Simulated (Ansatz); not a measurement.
**CdI2: computed properties**

Level of theory: DFT PBE+D3(BJ), scalar-relativistic, plane waves, PAW (Ansatz 0.2.0).

Cutoff 420 eV; k points 6×6×4 on the computed 3-atom cell (Γ-centred); Gaussian smearing, width 0.02 eV; no spin polarisation.

The structure is relaxed at this level of theory with its symmetry kept.

The structure is trigonal, space group P-3m1 (No. 164). Conventional cell: a = 4.240 Å, b = 4.240 Å, c = 6.836 Å, α = 90.00°, β = 90.00°, γ = 120.00°. Cd (site symmetry -3m) is surrounded by 6 I at 3.00 Å. I (site symmetry 3m) is surrounded by 3 Cd at 3.00 Å.

| Property | Result |
| --- | --- |
| Volume per atom | 35.48 Å³ |
| Kohn–Sham band gap | 2.28 eV, indirect from (-0.120, 0.120, 0.214) to (0.000, 0.451, 0.357) |
| Löwdin character of the top 1 eV of the valence band | I 5p 96 % |
| Löwdin character of the lowest 1 eV of the conduction band | Cd 5s 51 %, I 5p 38 %, unprojected 9 % |
| Electron masses at the edge by Cartesian direction of the standard setting (m_e; degenerate bands sorted by energy; no spin-orbit coupling) | x: 0.30; y: 0.65; z: 0.60 |
| Hole masses at the edge by Cartesian direction of the standard setting (m_e; degenerate bands sorted by energy; no spin-orbit coupling) | x: 0.78; y: 0.37; z: 2.1 |
| Electronic dielectric constant xx, yy, zz of the standard setting (independent particles) | 6.2, 6.2, 6.1 |
| Bader charges (e) | Cd (1 in the cell) 0.79, I (2 in the cell) -0.39 |

Spin-orbit coupling is left out, which matters for the bands of heavy elements.

Cost: 12 runs of about 5 core-minutes in all, on Intel Xeon Platinum 8375C (Ice Lake) (shared hosts).